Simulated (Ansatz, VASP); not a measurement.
Two plane-wave programs on HgTe

File INCAR:

```
PREC = Accurate
ENCUT = 520
EDIFF = 1E-8
ISMEAR = -1
SIGMA = 0.08
LREAL = False
LASPH = True
NELM = 100
ALGO = Normal
ISIF = 2
LWAVE = False
LCHARG = False
GGA = PE
LEFG = True
NBANDS = 16
```

File KPOINTS:

```
regular mesh
0
Gamma
  12 12 12
```

Contents of POSCAR:

```
HgTe
1.0
    0.0000000000      2.8820154301      2.8820154301
    2.8820154301      0.0000000000      2.8820154301
    2.8820154301      2.8820154301      0.0000000000
Hg Te
1 1
Direct
    0.0000000000      0.0000000000      0.0000000000
    0.5000000000      0.5000000000      0.5000000000
```

Input for Ansatz:

```yaml
crystal:
  lattice:
    - [0.0, 2.8820154301, 2.8820154301]
    - [2.8820154301, 0.0, 2.8820154301]
    - [2.8820154301, 2.8820154301, 0.0]
  atoms:
    - { symbol: Hg, position: [0.0, 0.0, 0.0] }
    - { symbol: Te, position: [0.5, 0.5, 0.5] }
kpoints:
  mp_grid: { grid: [12, 12, 12] }
scf:
  occupations: { method: fermi_dirac, width: 0.08 }
hamiltonian:
  xc: pbe
  pseudopotentials: { kind: paw }
output:
  forces: true
  stress: true
  eigenvalues: true
  efg: { contact_densities: true }
```

Change from the starting cell: volume scaled by 0.96, PAW files.

Alike in both runs: task electric field gradients; functional PBE; k mesh 12 × 12 × 12; occupations fermi-dirac, width 0.08 eV; no spin polarisation.

```csv
,VASP,Ansatz
version,VASP 6.6.1,Ansatz 0.2.0
potentials or method,"VASP PAW PBE potentials, release 64 (Hg, Te)","PAW with Ansatz's default frozen-core files, scalar-relativistic"
plane-wave cutoff (eV),520,420
valence electrons in the cell,18,36
```

```tsv
	VASP	Ansatz	Ansatz less VASP
pressure (GPa)	15.1	14.8	-0.30
Vzz of the field gradient on the site that differs most (V/Å²)	0.0	0.0	0.00
```

With one functional, cell and mesh, what is left measures potentials, basis and numerics. The two sets of potentials don't hold the same shells in valence. Ansatz warned: «gradients_without_spin_orbit».

Caveats: so large a pressure means that the cell lies far from this level's equilibrium, or that cutoff or potentials fall short (VASP). Spin-orbit coupling is left out, which matters for the levels of Hg, Te.
